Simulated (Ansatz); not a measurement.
# GaAs (F-43m): zero-pressure volume and bulk modulus with revPBE

One table from this session's results is given with a row withheld; the runs are named, their logs left out.

Program: Ansatz 0.2.0. Level of theory: DFT revPBE, scalar-relativistic, plane waves, PAW. These are calculated values, not measurements.

## The system as given

It takes space group F-43m (No. 216, cubic). The conventional cell has a = 5.654 Å, b = 5.654 Å, c = 5.654 Å, α = 90.00°, β = 90.00°, γ = 90.00°. Around Ga (site symmetry -43m) lie 4 As at 2.45 Å. Around As (site symmetry -43m) lie 4 Ga at 2.45 Å.

Structure file:

```
Ga As
1.0
     0.00000    2.82685    2.82685
     2.82685    0.00000    2.82685
     2.82685    2.82685    0.00000
Ga As
1 1
Cartesian
  0.0000 0.0000 0.0000
  4.2403 4.2403 4.2403
```

At PBE, an earlier run found 3.27 GPa for this cell of 22.590 Å³/atom (8×8×8 mesh), mesh gap 0.52 eV. The cell is compressed at this level.

Set-up of the first run:

Input file input.yaml:

```yaml
crystal:
  lattice:
    - [0.0, 2.8268505379, 2.8268505379]
    - [2.8268505379, 0.0, 2.8268505379]
    - [2.8268505379, 2.8268505379, 0.0]
  atoms:
    - { symbol: Ga, position: [0.0, 0.0, 0.0] }
    - { symbol: As, position: [0.75, 0.75, 0.75] }
basis:
  ecutwfc: 420
  ecutrho_ratio: 4
kpoints:
  mp_grid: { grid: [8, 8, 8] }
hamiltonian:
  xc: revpbe
scf:
  occupations: { method: gaussian, width: 0.05 }
output:
  forces: true
  stress: true
  eigenvalues: true
```

The run is started by

```bash
ansatz run input.yaml --threads 4 --pin off --max-ram 8192MiB --backend cpu --events-out ev --progress --plain --runs-dir out
```

Steps of the session up to this table: At the given cell; Stepping to 23.296 Å³/atom; Stepping to 24.218 Å³/atom; Volume × 0.98 of the new zero; Volume × 1.02 of the new zero; Volume × 0.96 of the new zero; Volume × 1.04 of the new zero.

One table of the session follows, with a row left open; its other results are not shown here.

It belongs to the step «Energy and pressure against volume». 

```
volume (Å³/atom)  energy (meV/atom)  pressure (GPa)
          23.250               7.48            2.57
          23.734                  ?               ?
          24.218               0.00            0.01
          24.703               1.53           -0.99
          25.187               6.00           -1.95
```

**Question.** Estimate the row for volume (Å³/atom) = 23.734.

Worked estimate for «energy (meV/atom)». A straight line through the neighbours (23.250, 7.48) and (24.218, 0.00) gives 7.48 + (0.00 − 7.48) × (23.734 − 23.250) / (24.218 − 23.250) = 3.74; a parabola fitted to 3 rows on both sides gives 1.99.

The run gave: energy (meV/atom): 1.80; pressure (GPa): 1.21. In «energy (meV/atom)» the line misses by +1.94 and the parabola by +0.19.
